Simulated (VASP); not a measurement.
The system is C.

```
C
1.0
     2.52210    0.00000    0.00000
    -1.26105    2.18420    0.00000
     0.00000    0.00000    8.23710
C
8
Direct
  0.66667 0.33333 0.84375
  0.33333 0.66667 0.34375
  0.66667 0.33333 0.65625
  0.33333 0.66667 0.15625
  0.00000 0.00000 0.90625
  0.00000 0.00000 0.40625
  0.00000 0.00000 0.59375
  0.00000 0.00000 0.09375
```

This is a hexagonal form of diamond, not graphite.

Base run:

| Property | Result |
| --- | --- |
| Program | VASP 6.6.1 |
| Functional | PBE0 |
| Potentials or basis | VASP PAW PBE potentials, release 64 (C) |
| Cutoff | 520 eV |
| k mesh | 8 × 8 × 2 |
| Occupations | gaussian, width 0.02 eV |
| Spin | no spin polarisation |

Its results: band gap on the k mesh 6.36 eV, indirect (least direct gap 7.28 eV); pressure -6.9 GPa; largest force 0.334 eV/Å.

Task: After a change of settings the same cell gave: band gap on the k mesh 5.88 eV, indirect (least direct gap 6.74 eV); pressure -6.4 GPa; largest force 0.352 eV/Å. Which change was it?
A. functional from PBE0 to r2SCAN-EpsX
B. functional from PBE0 to HSE06
C. functional from PBE0 to HSE03

Result: A.

Caveats: the PAW data sets were made with another functional, which shifts forces and pressure a little.
